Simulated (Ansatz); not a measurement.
input.yaml (Ansatz)

```yaml
crystal:
  lattice:
    - [0.0, 2.4225044139, 2.4225044139]
    - [2.4225044139, 0.0, 2.4225044139]
    - [2.4225044139, 2.4225044139, 0.0]
  atoms:
    - { symbol: Tl, position: [0.0, 0.0, 0.0] }
hamiltonian:
  xc: pbesol
  pseudopotentials:
    kind: paw
    azcp:
      Tl: "pseudopotentials/Tl.paw.azcp"
basis:
  ecutwfc: 420
  fft_grid_basis: typed
kpoints:
  mp_grid: { grid: [18, 18, 18], shift: [0, 0, 0] }
magnetization:
  spin_polarized: false
scf:
  occupations: { method: fermi_dirac, width: 0.1 }
```

and its output:

```
Warning: the record states the generating functional pbe (its physics header spells it `PBE`), which answers neither for hamiltonian.xc's functional nor for the pbesol family's — results may be inconsistent (PPs are generated against a specific XC)
Engine: ansatz 0.2.0, x86_64-unknown-linux-gnu
Pseudopotentials: kind: paw
Pseudopotential: Tl, paw, valence charge 13, recommended cutoff 420 eV (normal) 
Functional definition: PBEsol
  exchange = pbesol_x
  correlation = pbesol_c
Crystal: 1 atoms, lattice volume = 28.433 Å³
Basis set: ecut = 420 eV, 537 PW (Γ)
Bands: 11, of which v1, the nominal top of the filled ones, is band 7 counted from 1 (6 counted from 0)
Symmetry: 48 space group operations
Space group: Fm-3m (ITA 225), of the structure as read, at distance tolerance 3.1e-5 Å
k-points: 195 of 5832
Non-local potential: Tl, projectors of the file, l = 0: 2, l = 1: 2, l = 2: 2, l = 3: 1
PAW form: soft (Blöchl's): semilocal exchange-correlation on the pseudo side does not see the compensation charge
PAW frozen core: Tl, regenerated for the run's functional, and the local potential with it (the file was generated under x = pbe(κ = 0.804, μ = 0.2195149727645171), c = pbe(β = 0.06672455060314922))
PAW one-centre angular grid: Tl, 590 points (default); XC on 64 Gauss nodes
Initial density: superposition of atomic densities (neutral atoms: chi_scale 0, normalization atom), corrected by the library's trained network
Initial wavefunctions: pseudopotential atomic-orbital guess
Functional: x = pbesol(κ = 0.804, μ = 0.12345679012345678), c = pbesol(β = 0.046)
SCF iter   1: F=—  HF=-11295.672549 eV  |F-HF|=—  |Δ(HF+E_count)|=         —  Δρ=2.51e-3  dr2=2.11e-3  ethr=1.77e-3  ⟨swp⟩=5.2  Hψ=13553  notcnv=0
SCF iter   2: F=—  HF=-11295.671149 eV  |F-HF|=—  |Δ(HF+E_count)|=   1.40e-3  Δρ=1.18e-3  dr2=5.69e-4  ethr=1.62e-5  ⟨swp⟩=2.5  Hψ=4896  notcnv=0
SCF iter   3: F=—  HF=-11295.670939 eV  |F-HF|=—  |Δ(HF+E_count)|=   2.11e-4  Δρ=2.66e-4  dr2=1.48e-5  ethr=4.38e-6  ⟨swp⟩=2.0  Hψ=3302  notcnv=0
SCF iter   4: F=—  HF=-11295.670932 eV  |F-HF|=—  |Δ(HF+E_count)|=   6.84e-6  Δρ=7.19e-5  dr2=8.88e-7  ethr=1.14e-7  ⟨swp⟩=2.0  Hψ=3287  notcnv=0
iter 5 did not close the SCF: its close was put off for the readings that it lacked (scf_convergence_deferred on its scf_iter line)
SCF iter   5: F=-11295.670932 eV  HF=-11295.670932 eV  |F-HF|=3.49e-8  |Δ(HF+E_count)|=   2.87e-7  Δρ=2.03e-5  dr2=9.36e-8  ethr=6.83e-9  ⟨swp⟩=1.0  Hψ=2101  notcnv=0
SCF iter   6: F=-11295.670932 eV  HF=-11295.670932 eV  |F-HF|=7.28e-12  |Δ(HF+E_count)|=   1.53e-8  Δρ=6.01e-7  dr2=8.16e-11  ethr=7.20e-10  ⟨swp⟩=1.0  Hψ=6328  notcnv=0
SCF 1 converged in 6 iterations: F = -11295.670932 eV  dr2 = 8.16e-11
SCF converged after 6 iterations
Free energy (F): -11295.670932 eV
Harris-Foulkes:  -11295.670932 eV  (|F-HF|=7.28e-12)
Internal energy: -11295.653434 eV  (E = F + TS)
E sigma→0 (E₀):  -11295.662183 eV
Entropy (-TS):   -0.017498 eV (-17.498 meV/atom)
Fermi energy:    10.252521 eV
--- Per-component energies (eV) ---
  E_band       = 7.135748
  E_kinetic    = 333.706808
  E_local      = -871.746223  (includes V_loc(G=0)·N_el)
  E_nonlocal   = 319.127630
  E_hartree    = 321.035773
  E_xc         = -228.866296
  E_vxc        = -142.329130  (∫ρ·V_xc dr)
  E_paw        = -10017.512344  (= ΣΔE_a)
  E_vpaw       = -273.695087  (= ΣTr[D̂ρ^β])
  E_aug_tail   = 0.000034  (compensation charges beyond the density's cutoff)
  E_ewald      = -1151.437081
  E_core_change = 0.038265  (= ΣΔE_core)
  E_smearing   = -0.017498  (= −TS)
  E_closure    = 0.000000  (closes the sum)
  Σ components = -11295.670932   (vs F -11295.670932, Δ=0.00e0)
```
